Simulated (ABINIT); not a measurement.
Runs of ABINIT 10.8.3 (patched build) on Fe. Symmetry: Im-3m, No. 229, cubic system. Conventional cell: a = 2.886 Å, b = 2.886 Å, c = 2.886 Å, α = 90.00°, β = 90.00°, γ = 90.00°. Around Fe (site symmetry m-3m) lie 8 Fe at 2.50 Å. 

```tsv
task	level	potentials or basis	k mesh	cutoff (eV)	fine-grid cutoff	mesh quality	gap on the mesh (eV)	pressure (GPa)	moment (μB)
single point	PBEsol	PseudoDojo NC SR PBEsol v0.4.1 standard	13 × 13 × 13	1225	-	not flagged	none	(a)	2.38
single point	PBEsol	JTH PAW PBE v2.0	5 × 5 × 5	463	925.187 eV	coarse	none	-	(b)
band structure	revPBE	JTH PAW PBE v2.0	13 × 13 × 13	707	1306.15 eV	not flagged	none	-6.0	2.29
band structure	AM05	JTH PAW PBE v2.0	13 × 13 × 13	844	1442.2 eV	not flagged	none	-18.0	2.34
band structure	RPBE	JTH PAW PBE v2.0	13 × 13 × 13	844	1442.2 eV	not flagged	none	-4.9	2.31
```

Alike in all rows: spin collinear, ferromagnetic start; cell as given; smearing fermi-dirac 0.05 eV.

Q: Fill in the values left out.

A: (a) -15.6; (b) 2.08.

Caveats: some runs use coarse meshes; the PAW data sets were made with another functional, which shifts forces and pressure a little (some runs); so large a pressure means that the cell lies far from this level's equilibrium, or that cutoff or potentials fall short (some runs).

A k mesh can miss the band edges.

A gap of «none» marks a metal or a gap under the smearing width.

Not every run made on this cell is shown here.
